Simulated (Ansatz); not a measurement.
## A vibration from a frozen displacement in C

The calculation used Ansatz, DFT PBE, scalar-relativistic, plane waves, PAW. Cutoff 420 eV, Γ-centred 12×12×6 k-points, Gaussian smearing of 0.05 eV. No spin polarisation. Energies are free energies at this smearing, counted from the undisturbed cell; pressure is positive in compression.

The undisturbed cell (relaxed at this level):

```yaml
crystal:
  lattice:
    - [2.51156, 0.00000, 0.00000]
    - [-1.25578, 2.17508, 0.00000]
    - [0.00000, 0.00000, 4.18036]
  atoms:
    - { symbol: C, position: [0.33333, 0.66667, 0.06273] }
    - { symbol: C, position: [0.66667, 0.33333, 0.56273] }
    - { symbol: C, position: [0.33333, 0.66667, 0.43727] }
    - { symbol: C, position: [0.66667, 0.33333, 0.93727] }
```

Atom 1 (C) is moved by x along the Cartesian unit vector (-0.500, -0.866, 0.000); the cell and all other atoms stay fixed. The cell's volume is 22.84 Å³; the moved atoms weigh 12.011 u together and the others 36.033 u. Some rows repeat others by symmetry and weren't run.

```csv
x (Å),ΔE (meV/cell),total force on the moved atoms along the move (eV/Å),pressure (GPa)
-0.1000,184.42,3.6828,1.8043
-0.0875,141.25,3.2249,1.3798
-0.0750,103.80,2.7659,1.0126
-0.0625,72.10,2.3061,0.7023
-0.0500,46.16,1.8456,0.4487
-0.0375,25.97,1.3846,0.2521
-0.0250,11.54,0.9232,0.1114
-0.0125,2.89,0.4617,0.0271
0.0000,0.00,0.0000,-0.0009
0.0125,2.89,-0.4617,0.0271
0.0250,11.54,-0.9232,0.1114
0.0375,25.97,-1.3846,0.2521
0.0500,46.16,-1.8456,0.4487
0.0625,72.10,-2.3061,0.7023
0.0750,103.80,-2.7659,1.0126
0.0875,141.25,-3.2249,1.3798
0.1000,184.42,-3.6828,1.8043
```

Task: What frequency belongs to this motion?

Result: The force constant is k = −dF/dx = 36.935 eV/Å², from the parabola through x = -0.0125, 0 and 0.0125. In every cell the moved atoms swing against the rest, so the mass is μ = m₁m₂/(m₁ + m₂) = 9.008 u, and ν̃ = 521.5 cm⁻¹ × √(|k|/μ) = 1056 cm⁻¹. The pattern needn't be a normal mode: ν̃² is then a weighted mean of the squared nonzero frequencies at the zone centre of this cell, taken without macroscopic field, so it lies between the lowest and the highest of them.

Task: How far does the harmonic law reach?

Result: At x = -0.100 Å, kx²/2 = 184.68 meV against the computed 184.42 meV (-0.1 %): the well is still close to harmonic there.

Task: The pressure changes with x². What does that say about the frequency under compression?

Result: With E = k(V)x²/2, k ∝ V^(−2γ) and x scaling with the cell as V^(1/3), P − P0 = −∂E/∂V = (2γ − 2/3) ΔE/V. At x = 0.0250 Å, V(P − P0) = 22.84 × 0.11234 / 160.2 eV = 16.01 meV and ΔE = 11.54 meV, so γ = 1/3 + V(P − P0)/(2ΔE) = 1.03. This is the Grüneisen parameter of the motion under uniform scaling of the cell: shrinking the cell evenly by 1 % in volume raises the frequency by about 1.03 %.